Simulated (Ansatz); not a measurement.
Crystal: HgTe.

```
CELL_PARAMETERS angstrom
-3.04560 3.04560 1.55941
3.04560 -3.04560 1.55941
3.04560 3.04560 -1.55941
ATOMIC_POSITIONS crystal
Hg 0.75000 0.25000 0.50000
Te 0.00000 0.00000 0.00000
```

Measurements of this composition are mostly on another form, of space group No. 216.

| Item | Value |
| --- | --- |
| Program | Ansatz 0.2.0 |
| Task | relaxation of cell and atoms |
| Functional | PBE |
| Potentials or basis | all-electron LAPW, relativistic spinors |
| Basis error allowed | 0.001 eV/atom |
| k mesh | 7 × 7 × 7 |
| Occupations | fermi-dirac, width 0.05 eV |
| Spin | spin-orbit coupling, no magnetisation |

At the start: volume 28.93 Å³/atom.

Question: Where does the relaxation end?

Answer: Over 5 steps the energy falls by 9.1 meV/atom and the volume is 28.77 Å³/atom (-0.5 %); space group I-4m2 (No. 119, to 0.05 Å).

Step by step:
```
step  energy change (eV)  largest force (eV/Å)  volume (Å³)
   1              0.0000                0.0000        57.86
   2             -0.0171                0.0000        57.26
   3             -0.0178                0.0000        57.67
   4             -0.0181                0.0000        57.55
   5             -0.0181                0.0000        57.55
```

Final structure:
```
Hg Te
1.0
    -3.08203    3.08203    1.51461
     3.08203   -3.08203    1.51461
     3.08203    3.08203   -1.51461
Hg Te
1 1
Direct
  0.75000 0.25000 0.50000
  0.00000 0.00000 0.00000
```

Caveat: the k mesh is thin for a metal, which can move the energy by tens of meV per atom.
